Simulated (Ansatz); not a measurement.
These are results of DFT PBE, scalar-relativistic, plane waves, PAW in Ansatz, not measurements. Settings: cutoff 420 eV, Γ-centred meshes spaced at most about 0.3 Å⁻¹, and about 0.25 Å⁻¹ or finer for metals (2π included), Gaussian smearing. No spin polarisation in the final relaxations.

Temperature and zero-point effects are left out. All come from trial cells, and lower structures may exist.

Problem. These unrelaxed guesses for Li are each relaxed within their symmetry. Order them by the energy at which they end, lowest first.
A.

```cif
data_structure
_symmetry_space_group_name_H-M 'Pm-3m'
_symmetry_Int_Tables_number 221
_cell_length_a 4.1118
_cell_length_b 4.1118
_cell_length_c 4.1118
_cell_angle_alpha 90.000
_cell_angle_beta 90.000
_cell_angle_gamma 90.000
_cell_volume 69.52
loop_
_atom_site_label
_atom_site_type_symbol
_atom_site_symmetry_multiplicity
_atom_site_Wyckoff_symbol
_atom_site_fract_x
_atom_site_fract_y
_atom_site_fract_z
_atom_site_occupancy
Li1 Li 3 c 0.00000 0.50000 0.50000 1
```

B.

```cif
data_structure
_symmetry_space_group_name_H-M 'I4_1/amd:1'
_symmetry_Int_Tables_number 141
_cell_length_a 6.1954
_cell_length_b 6.1954
_cell_length_c 4.8249
_cell_angle_alpha 90.000
_cell_angle_beta 90.000
_cell_angle_gamma 90.000
_cell_volume 185.19
loop_
_atom_site_label
_atom_site_type_symbol
_atom_site_symmetry_multiplicity
_atom_site_Wyckoff_symbol
_atom_site_fract_x
_atom_site_fract_y
_atom_site_fract_z
_atom_site_occupancy
Li1 Li 8 e 0.00000 0.00000 0.73417 1
```

C.

```cif
data_structure
_symmetry_space_group_name_H-M 'P4/mmm'
_symmetry_Int_Tables_number 123
_cell_length_a 2.9941
_cell_length_b 2.9941
_cell_length_c 2.7118
_cell_angle_alpha 90.000
_cell_angle_beta 90.000
_cell_angle_gamma 90.000
_cell_volume 24.31
loop_
_atom_site_label
_atom_site_type_symbol
_atom_site_symmetry_multiplicity
_atom_site_Wyckoff_symbol
_atom_site_fract_x
_atom_site_fract_y
_atom_site_fract_z
_atom_site_occupancy
Li1 Li 1 d 0.50000 0.50000 0.50000 1
```

D.

```cif
data_structure
_symmetry_space_group_name_H-M 'Fm-3m'
_symmetry_Int_Tables_number 225
_cell_length_a 6.1891
_cell_length_b 6.1891
_cell_length_c 6.1891
_cell_angle_alpha 90.000
_cell_angle_beta 90.000
_cell_angle_gamma 90.000
_cell_volume 237.07
loop_
_atom_site_label
_atom_site_type_symbol
_atom_site_symmetry_multiplicity
_atom_site_Wyckoff_symbol
_atom_site_fract_x
_atom_site_fract_y
_atom_site_fract_z
_atom_site_occupancy
Li1 Li 8 c 0.25000 0.75000 0.75000 1
Li2 Li 4 b 0.50000 0.00000 0.00000 1
```

Solution. B (ends in I4/mmm, 0 meV/atom), C (ends in Pm-3m, simple cubic type, 120 meV/atom), A (ends in Pm-3m, 163 meV/atom), D (ends in Fm-3m, 236 meV/atom).

Cells relaxed within their symmetry can be saddle points. The part of the Crystallography Open Database at hand lists Li in space groups No. 166, 191, 194, 225, 229; sharing a group (Fm-3m) doesn't make a cell the listed structure. Some structure types and database cells were kept out of the candidates from the start, so a known form may be missing.
